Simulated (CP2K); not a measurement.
Runs of CP2K 2026.2 on Pb. The typed cell holds 1 atom: a = 3.476 Å, b = 3.523 Å, c = 3.499 Å, α = 59.64°, β = 59.57°, γ = 60.06°. 

```tsv
level	cutoff of the non-local correlation (Ry)	gap on the mesh (eV)	pressure (GPa)
PBEsol	-	none	(b)
LDA	-	none	3.2
M06-L	-	none	-2.7
optB88-vdW	300	none	5.8
WC	-	none	3.1
vdW-DF2	300	none	(a)
```

Alike in all rows: task single point; potentials or basis POTENTIAL_UZH Pb GTH-PBE-q4; TZVP-MOLOPT-PBE-GTH basis; no spin polarisation; cell as given; k mesh 9 × 9 × 9; smearing fermi-dirac 0.05 eV.

Estimate the missing entries.

(a) 8.9; (b) 2.9.

Caveats: the potentials were made for another functional, which shifts forces and pressure; the basis of atomic orbitals isn't converged, which shifts pressures, moduli and gaps.

A k mesh can miss the band edges, and the runs leave out spin-orbit coupling on Pb.

A gap of «none» marks a metal or a gap under the smearing width.

Runs at the PBE level aren't shown here.
